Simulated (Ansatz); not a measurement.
# Ni2Ge: the cost of one run

Computed with Ansatz 0.2.0 (DFT r2SCAN, scalar-relativistic, plane waves, PAW, unless a step's input says otherwise).

1 further run of the same task is left out (set aside as unsound or not needed). Runs told in other sessions of the task aren't counted.

## (1) The structure to begin with

The structure is hexagonal, space group P6_3/mmc (No. 194). Conventional cell: a = 3.978 Å, b = 3.978 Å, c = 5.037 Å, α = 90.00°, β = 90.00°, γ = 120.00°. Ni (site symmetry -6m2) has 5 Ge at 2.30 to 2.52 Å and 6 Ni at 2.62 Å in its first shell of neighbours. Around Ni (site symmetry -3m) lie 8 Ni at 2.52 to 2.62 Å and 6 Ge at 2.62 Å. Ge (site symmetry -6m2) is surrounded by 11 Ni at 2.30 to 2.62 Å.

As a file:

```
Ni Ge
1.0
     3.97814    0.00000    0.00000
    -1.98907    3.44517    0.00000
     0.00000    0.00000    5.03738
Ni Ge
4 2
Direct
  0.66667 0.33333 0.25000
  0.33333 0.66667 0.75000
  0.00000 0.00000 0.00000
  0.00000 0.00000 0.50000
  0.66667 0.33333 0.75000
  0.33333 0.66667 0.25000
```

It goes back to an entry of the Materials Project, which need not be the stable form.

It is the result of an earlier relaxation at this level (volume 11.51 Å³/atom; gap on the mesh: none (metal)).

## (2) The reference cell

The reference gives a free energy of -31988.3644 eV, pressure 0.05 GPa, largest force 0.000 eV/Å and gap on the mesh none (metal). It was computed beforehand with the settings of the runs below.

## (3) Next: biaxial against axial strain

The cell is strained by p along both x and y and by q along z, with fractional coordinates fixed.

## (4) At p = -0.080, q = -0.080

File input.yaml:

```yaml
crystal:
  lattice:
    - [3.6598892839, 0.0, 0.0]
    - [-1.8299446419, 3.1695570949, 0.0]
    - [0.0, 0.0, 4.6343854845]
  atoms:
    - { symbol: Ni, position: [0.6666666667, 0.3333333333, 0.25] }
    - { symbol: Ni, position: [0.3333333333, 0.6666666667, 0.75] }
    - { symbol: Ni, position: [0.0, 0.0, 0.0] }
    - { symbol: Ni, position: [0.0, 0.0, 0.5] }
    - { symbol: Ge, position: [0.6666666667, 0.3333333333, 0.75] }
    - { symbol: Ge, position: [0.3333333333, 0.6666666667, 0.25] }
basis:
  ecutwfc: 500
kpoints:
  mp_grid: { grid: [12, 12, 10] }
hamiltonian:
  xc: r2scan
scf:
  occupations: { method: gaussian, width: 0.15 }
output:
  forces: true
  stress: true
  eigenvalues: true
```

Launch:

```
$ ansatz run input.yaml --threads 2 --pin off --max-ram 5120MiB --backend cpu --events-out ev --progress --plain --runs-dir out
```

What time and memory should one allow on 2 threads of Oxide Virtual Turin-like (Zen 5), shared host?

About 19 s, with a peak of 0.76 GiB.
